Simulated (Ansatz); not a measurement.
# 216-atom supercell of zincblende GaN

Aim: the perfect cell at several levels of theory (PBEsol, HSE06 and r²SCAN), as the reference that defects and stacks are counted from.

All numbers are computed with Ansatz 0.2.0 (PAW, plane waves).

### Step 1. Starting point

216 atoms (108 Ga, 108 N); a = 13.494 Å, b = 13.494 Å, c = 13.494 Å, α = 90.00°, β = 90.00°, γ = 90.00°.

Steps to follow: (2) PBEsol single point at the single k point (¼, ¼, ¼), on 1 × NVIDIA GB300 with 8 threads of Arm Neoverse-V2; (3) HSE06 single point at the single k point (¼, ¼, ¼), on 1 × NVIDIA GB300 with 8 threads of Arm Neoverse-V2; (4) r²SCAN single point at the single k point (¼, ¼, ¼), on 1 × NVIDIA GB300 with 8 threads of Arm Neoverse-V2.

### Step 2. Single point with PBEsol

Contents of in.yaml:

```yaml
crystal:
  lattice:
    - [13.494363, 0.000000, 0.000000]
    - [0.000000, 13.494363, 0.000000]
    - [0.000000, 0.000000, 13.494363]
  atoms:
    - { symbol: Ga, position: [0.000000, 0.000000, 0.000000] }
    - { symbol: Ga, position: [0.000000, 0.000000, 0.333333] }
    - { symbol: Ga, position: [0.000000, 0.000000, 0.666667] }
    - { symbol: Ga, position: [0.000000, 0.333333, 0.000000] }
    - { symbol: Ga, position: [0.000000, 0.333333, 0.333333] }
    - { symbol: Ga, position: [0.000000, 0.333333, 0.666667] }
    - { symbol: Ga, position: [0.000000, 0.666667, 0.000000] }
    - { symbol: Ga, position: [0.000000, 0.666667, 0.333333] }
    - { symbol: Ga, position: [0.000000, 0.666667, 0.666667] }
    - { symbol: Ga, position: [0.333333, 0.000000, 0.000000] }
    - { symbol: Ga, position: [0.333333, 0.000000, 0.333333] }
    - { symbol: Ga, position: [0.333333, 0.000000, 0.666667] }
    - { symbol: Ga, position: [0.333333, 0.333333, 0.000000] }
    - { symbol: Ga, position: [0.333333, 0.333333, 0.333333] }
    - { symbol: Ga, position: [0.333333, 0.333333, 0.666667] }
    - { symbol: Ga, position: [0.333333, 0.666667, 0.000000] }
    - { symbol: Ga, position: [0.333333, 0.666667, 0.333333] }
    - { symbol: Ga, position: [0.333333, 0.666667, 0.666667] }
    - { symbol: Ga, position: [0.666667, 0.000000, 0.000000] }
    - { symbol: Ga, position: [0.666667, 0.000000, 0.333333] }
    - { symbol: Ga, position: [0.666667, 0.000000, 0.666667] }
    - { symbol: Ga, position: [0.666667, 0.333333, 0.000000] }
    - { symbol: Ga, position: [0.666667, 0.333333, 0.333333] }
    - { symbol: Ga, position: [0.666667, 0.333333, 0.666667] }
    - { symbol: Ga, position: [0.666667, 0.666667, 0.000000] }
    - { symbol: Ga, position: [0.666667, 0.666667, 0.333333] }
    - { symbol: Ga, position: [0.666667, 0.666667, 0.666667] }
    - { symbol: Ga, position: [0.166667, 0.166667, 0.000000] }
    - { symbol: Ga, position: [0.166667, 0.166667, 0.333333] }
    - { symbol: Ga, position: [0.166667, 0.166667, 0.666667] }
    - { symbol: Ga, position: [0.166667, 0.500000, 0.000000] }
    - { symbol: Ga, position: [0.166667, 0.500000, 0.333333] }
    - { symbol: Ga, position: [0.166667, 0.500000, 0.666667] }
    - { symbol: Ga, position: [0.166667, 0.833333, 0.000000] }
    - { symbol: Ga, position: [0.166667, 0.833333, 0.333333] }
    - { symbol: Ga, position: [0.166667, 0.833333, 0.666667] }
    - { symbol: Ga, position: [0.500000, 0.166667, 0.000000] }
    - { symbol: Ga, position: [0.500000, 0.166667, 0.333333] }
    - { symbol: Ga, position: [0.500000, 0.166667, 0.666667] }
    - { symbol: Ga, position: [0.500000, 0.500000, 0.000000] }
    - { symbol: Ga, position: [0.500000, 0.500000, 0.333333] }
    - { symbol: Ga, position: [0.500000, 0.500000, 0.666667] }
    - { symbol: Ga, position: [0.500000, 0.833333, 0.000000] }
    - { symbol: Ga, position: [0.500000, 0.833333, 0.333333] }
    - { symbol: Ga, position: [0.500000, 0.833333, 0.666667] }
    - { symbol: Ga, position: [0.833333, 0.166667, 0.000000] }
    - { symbol: Ga, position: [0.833333, 0.166667, 0.333333] }
    - { symbol: Ga, position: [0.833333, 0.166667, 0.666667] }
    - { symbol: Ga, position: [0.833333, 0.500000, 0.000000] }
    - { symbol: Ga, position: [0.833333, 0.500000, 0.333333] }
    - { symbol: Ga, position: [0.833333, 0.500000, 0.666667] }
    - { symbol: Ga, position: [0.833333, 0.833333, 0.000000] }
    - { symbol: Ga, position: [0.833333, 0.833333, 0.333333] }
    - { symbol: Ga, position: [0.833333, 0.833333, 0.666667] }
    - { symbol: Ga, position: [0.166667, 0.000000, 0.166667] }
    - { symbol: Ga, position: [0.166667, 0.000000, 0.500000] }
    - { symbol: Ga, position: [0.166667, 0.000000, 0.833333] }
    - { symbol: Ga, position: [0.166667, 0.333333, 0.166667] }
    - { symbol: Ga, position: [0.166667, 0.333333, 0.500000] }
    - { symbol: Ga, position: [0.166667, 0.333333, 0.833333] }
    - { symbol: Ga, position: [0.166667, 0.666667, 0.166667] }
    - { symbol: Ga, position: [0.166667, 0.666667, 0.500000] }
    - { symbol: Ga, position: [0.166667, 0.666667, 0.833333] }
    - { symbol: Ga, position: [0.500000, 0.000000, 0.166667] }
    - { symbol: Ga, position: [0.500000, 0.000000, 0.500000] }
    - { symbol: Ga, position: [0.500000, 0.000000, 0.833333] }
    - { symbol: Ga, position: [0.500000, 0.333333, 0.166667] }
    - { symbol: Ga, position: [0.500000, 0.333333, 0.500000] }
    - { symbol: Ga, position: [0.500000, 0.333333, 0.833333] }
    - { symbol: Ga, position: [0.500000, 0.666667, 0.166667] }
    - { symbol: Ga, position: [0.500000, 0.666667, 0.500000] }
    - { symbol: Ga, position: [0.500000, 0.666667, 0.833333] }
    - { symbol: Ga, position: [0.833333, 0.000000, 0.166667] }
    - { symbol: Ga, position: [0.833333, 0.000000, 0.500000] }
    - { symbol: Ga, position: [0.833333, 0.000000, 0.833333] }
    - { symbol: Ga, position: [0.833333, 0.333333, 0.166667] }
    - { symbol: Ga, position: [0.833333, 0.333333, 0.500000] }
    - { symbol: Ga, position: [0.833333, 0.333333, 0.833333] }
    - { symbol: Ga, position: [0.833333, 0.666667, 0.166667] }
    - { symbol: Ga, position: [0.833333, 0.666667, 0.500000] }
    - { symbol: Ga, position: [0.833333, 0.666667, 0.833333] }
    - { symbol: Ga, position: [0.000000, 0.166667, 0.166667] }
    - { symbol: Ga, position: [0.000000, 0.166667, 0.500000] }
    - { symbol: Ga, position: [0.000000, 0.166667, 0.833333] }
    - { symbol: Ga, position: [0.000000, 0.500000, 0.166667] }
    - { symbol: Ga, position: [0.000000, 0.500000, 0.500000] }
    - { symbol: Ga, position: [0.000000, 0.500000, 0.833333] }
    - { symbol: Ga, position: [0.000000, 0.833333, 0.166667] }
    - { symbol: Ga, position: [0.000000, 0.833333, 0.500000] }
    - { symbol: Ga, position: [0.000000, 0.833333, 0.833333] }
    - { symbol: Ga, position: [0.333333, 0.166667, 0.166667] }
    - { symbol: Ga, position: [0.333333, 0.166667, 0.500000] }
    - { symbol: Ga, position: [0.333333, 0.166667, 0.833333] }
    - { symbol: Ga, position: [0.333333, 0.500000, 0.166667] }
    - { symbol: Ga, position: [0.333333, 0.500000, 0.500000] }
    - { symbol: Ga, position: [0.333333, 0.500000, 0.833333] }
    - { symbol: Ga, position: [0.333333, 0.833333, 0.166667] }
    - { symbol: Ga, position: [0.333333, 0.833333, 0.500000] }
    - { symbol: Ga, position: [0.333333, 0.833333, 0.833333] }
    - { symbol: Ga, position: [0.666667, 0.166667, 0.166667] }
    - { symbol: Ga, position: [0.666667, 0.166667, 0.500000] }
    - { symbol: Ga, position: [0.666667, 0.166667, 0.833333] }
    - { symbol: Ga, position: [0.666667, 0.500000, 0.166667] }
    - { symbol: Ga, position: [0.666667, 0.500000, 0.500000] }
    - { symbol: Ga, position: [0.666667, 0.500000, 0.833333] }
    - { symbol: Ga, position: [0.666667, 0.833333, 0.166667] }
    - { symbol: Ga, position: [0.666667, 0.833333, 0.500000] }
    - { symbol: Ga, position: [0.666667, 0.833333, 0.833333] }
    - { symbol: N, position: [0.083333, 0.083333, 0.083333] }
    - { symbol: N, position: [0.083333, 0.083333, 0.416667] }
    - { symbol: N, position: [0.083333, 0.083333, 0.750000] }
    - { symbol: N, position: [0.083333, 0.416667, 0.083333] }
    - { symbol: N, position: [0.083333, 0.416667, 0.416667] }
    - { symbol: N, position: [0.083333, 0.416667, 0.750000] }
    - { symbol: N, position: [0.083333, 0.750000, 0.083333] }
    - { symbol: N, position: [0.083333, 0.750000, 0.416667] }
    - { symbol: N, position: [0.083333, 0.750000, 0.750000] }
    - { symbol: N, position: [0.416667, 0.083333, 0.083333] }
    - { symbol: N, position: [0.416667, 0.083333, 0.416667] }
    - { symbol: N, position: [0.416667, 0.083333, 0.750000] }
    - { symbol: N, position: [0.416667, 0.416667, 0.083333] }
    - { symbol: N, position: [0.416667, 0.416667, 0.416667] }
    - { symbol: N, position: [0.416667, 0.416667, 0.750000] }
    - { symbol: N, position: [0.416667, 0.750000, 0.083333] }
    - { symbol: N, position: [0.416667, 0.750000, 0.416667] }
    - { symbol: N, position: [0.416667, 0.750000, 0.750000] }
    - { symbol: N, position: [0.750000, 0.083333, 0.083333] }
    - { symbol: N, position: [0.750000, 0.083333, 0.416667] }
    - { symbol: N, position: [0.750000, 0.083333, 0.750000] }
    - { symbol: N, position: [0.750000, 0.416667, 0.083333] }
    - { symbol: N, position: [0.750000, 0.416667, 0.416667] }
    - { symbol: N, position: [0.750000, 0.416667, 0.750000] }
    - { symbol: N, position: [0.750000, 0.750000, 0.083333] }
    - { symbol: N, position: [0.750000, 0.750000, 0.416667] }
    - { symbol: N, position: [0.750000, 0.750000, 0.750000] }
    - { symbol: N, position: [0.250000, 0.250000, 0.083333] }
    - { symbol: N, position: [0.250000, 0.250000, 0.416667] }
    - { symbol: N, position: [0.250000, 0.250000, 0.750000] }
    - { symbol: N, position: [0.250000, 0.583333, 0.083333] }
    - { symbol: N, position: [0.250000, 0.583333, 0.416667] }
    - { symbol: N, position: [0.250000, 0.583333, 0.750000] }
    - { symbol: N, position: [0.250000, 0.916667, 0.083333] }
    - { symbol: N, position: [0.250000, 0.916667, 0.416667] }
    - { symbol: N, position: [0.250000, 0.916667, 0.750000] }
    - { symbol: N, position: [0.583333, 0.250000, 0.083333] }
    - { symbol: N, position: [0.583333, 0.250000, 0.416667] }
    - { symbol: N, position: [0.583333, 0.250000, 0.750000] }
    - { symbol: N, position: [0.583333, 0.583333, 0.083333] }
    - { symbol: N, position: [0.583333, 0.583333, 0.416667] }
    - { symbol: N, position: [0.583333, 0.583333, 0.750000] }
    - { symbol: N, position: [0.583333, 0.916667, 0.083333] }
    - { symbol: N, position: [0.583333, 0.916667, 0.416667] }
    - { symbol: N, position: [0.583333, 0.916667, 0.750000] }
    - { symbol: N, position: [0.916667, 0.250000, 0.083333] }
    - { symbol: N, position: [0.916667, 0.250000, 0.416667] }
    - { symbol: N, position: [0.916667, 0.250000, 0.750000] }
    - { symbol: N, position: [0.916667, 0.583333, 0.083333] }
    - { symbol: N, position: [0.916667, 0.583333, 0.416667] }
    - { symbol: N, position: [0.916667, 0.583333, 0.750000] }
    - { symbol: N, position: [0.916667, 0.916667, 0.083333] }
    - { symbol: N, position: [0.916667, 0.916667, 0.416667] }
    - { symbol: N, position: [0.916667, 0.916667, 0.750000] }
    - { symbol: N, position: [0.250000, 0.083333, 0.250000] }
    - { symbol: N, position: [0.250000, 0.083333, 0.583333] }
    - { symbol: N, position: [0.250000, 0.083333, 0.916667] }
    - { symbol: N, position: [0.250000, 0.416667, 0.250000] }
    - { symbol: N, position: [0.250000, 0.416667, 0.583333] }
    - { symbol: N, position: [0.250000, 0.416667, 0.916667] }
    - { symbol: N, position: [0.250000, 0.750000, 0.250000] }
    - { symbol: N, position: [0.250000, 0.750000, 0.583333] }
    - { symbol: N, position: [0.250000, 0.750000, 0.916667] }
    - { symbol: N, position: [0.583333, 0.083333, 0.250000] }
    - { symbol: N, position: [0.583333, 0.083333, 0.583333] }
    - { symbol: N, position: [0.583333, 0.083333, 0.916667] }
    - { symbol: N, position: [0.583333, 0.416667, 0.250000] }
    - { symbol: N, position: [0.583333, 0.416667, 0.583333] }
    - { symbol: N, position: [0.583333, 0.416667, 0.916667] }
    - { symbol: N, position: [0.583333, 0.750000, 0.250000] }
    - { symbol: N, position: [0.583333, 0.750000, 0.583333] }
    - { symbol: N, position: [0.583333, 0.750000, 0.916667] }
    - { symbol: N, position: [0.916667, 0.083333, 0.250000] }
    - { symbol: N, position: [0.916667, 0.083333, 0.583333] }
    - { symbol: N, position: [0.916667, 0.083333, 0.916667] }
    - { symbol: N, position: [0.916667, 0.416667, 0.250000] }
    - { symbol: N, position: [0.916667, 0.416667, 0.583333] }
    - { symbol: N, position: [0.916667, 0.416667, 0.916667] }
    - { symbol: N, position: [0.916667, 0.750000, 0.250000] }
    - { symbol: N, position: [0.916667, 0.750000, 0.583333] }
    - { symbol: N, position: [0.916667, 0.750000, 0.916667] }
    - { symbol: N, position: [0.083333, 0.250000, 0.250000] }
    - { symbol: N, position: [0.083333, 0.250000, 0.583333] }
    - { symbol: N, position: [0.083333, 0.250000, 0.916667] }
    - { symbol: N, position: [0.083333, 0.583333, 0.250000] }
    - { symbol: N, position: [0.083333, 0.583333, 0.583333] }
    - { symbol: N, position: [0.083333, 0.583333, 0.916667] }
    - { symbol: N, position: [0.083333, 0.916667, 0.250000] }
    - { symbol: N, position: [0.083333, 0.916667, 0.583333] }
    - { symbol: N, position: [0.083333, 0.916667, 0.916667] }
    - { symbol: N, position: [0.416667, 0.250000, 0.250000] }
    - { symbol: N, position: [0.416667, 0.250000, 0.583333] }
    - { symbol: N, position: [0.416667, 0.250000, 0.916667] }
    - { symbol: N, position: [0.416667, 0.583333, 0.250000] }
    - { symbol: N, position: [0.416667, 0.583333, 0.583333] }
    - { symbol: N, position: [0.416667, 0.583333, 0.916667] }
    - { symbol: N, position: [0.416667, 0.916667, 0.250000] }
    - { symbol: N, position: [0.416667, 0.916667, 0.583333] }
    - { symbol: N, position: [0.416667, 0.916667, 0.916667] }
    - { symbol: N, position: [0.750000, 0.250000, 0.250000] }
    - { symbol: N, position: [0.750000, 0.250000, 0.583333] }
    - { symbol: N, position: [0.750000, 0.250000, 0.916667] }
    - { symbol: N, position: [0.750000, 0.583333, 0.250000] }
    - { symbol: N, position: [0.750000, 0.583333, 0.583333] }
    - { symbol: N, position: [0.750000, 0.583333, 0.916667] }
    - { symbol: N, position: [0.750000, 0.916667, 0.250000] }
    - { symbol: N, position: [0.750000, 0.916667, 0.583333] }
    - { symbol: N, position: [0.750000, 0.916667, 0.916667] }
  symmetry: { detect: false }
kpoints:
  mp_grid: { grid: [1, 1, 1], shift: [0.25, 0.25, 0.25] }
hamiltonian:
  xc: pbesol
scf:
  occupations: { method: fermi_dirac, width: 0.01 }
output:
  forces: true
  eigenvalues: true
  stress: true
  populations: true
  eigenstates: { kpoints: [[0.25, 0.25, 0.25]], e_range: [-6.0, 6.0], localisation: true }
```

### Step 3. HSE06 single point

Changes to in.yaml since step 2:

```diff
@@ -226,3 +226,3 @@
 hamiltonian:
-  xc: pbesol
+  xc: hse06
 scf:
@@ -232,3 +232,2 @@
   eigenvalues: true
-  stress: true
   populations: true
```

### Step 4. r²SCAN on the same atoms

Changes to in.yaml since step 3:

```diff
@@ -226,3 +226,3 @@
 hamiltonian:
-  xc: hse06
+  xc: r2scan
 scf:
```

What does the calculation give? Wanted: for each run, top filled to lowest empty; energy; pressure.

As calculated:

| level | time | top filled to lowest empty (eV) | energy (eV/atom) | pressure (GPa) |
| --- | --- | --- | --- | --- |
| PBEsol | 1.9 min (GPU) | 2.44 | -2061.4176 | 0.00 |
| HSE06 | 11 min (GPU) | 3.71 | -2084.1961 | - |
| r²SCAN | 2.3 min (GPU) | 2.89 | -2088.1866 | - |

**In words.** At the same k points, PBEsol gives a spacing 1.27 eV smaller and r²SCAN gives a spacing 0.82 eV smaller than the 3.71 eV of HSE06. Exact exchange costs time: HSE06 ran about 5.9 times as long as PBEsol on the same kind of device. With one k point the spacing samples only the states that fold onto it, so it can exceed the gap over the zone.
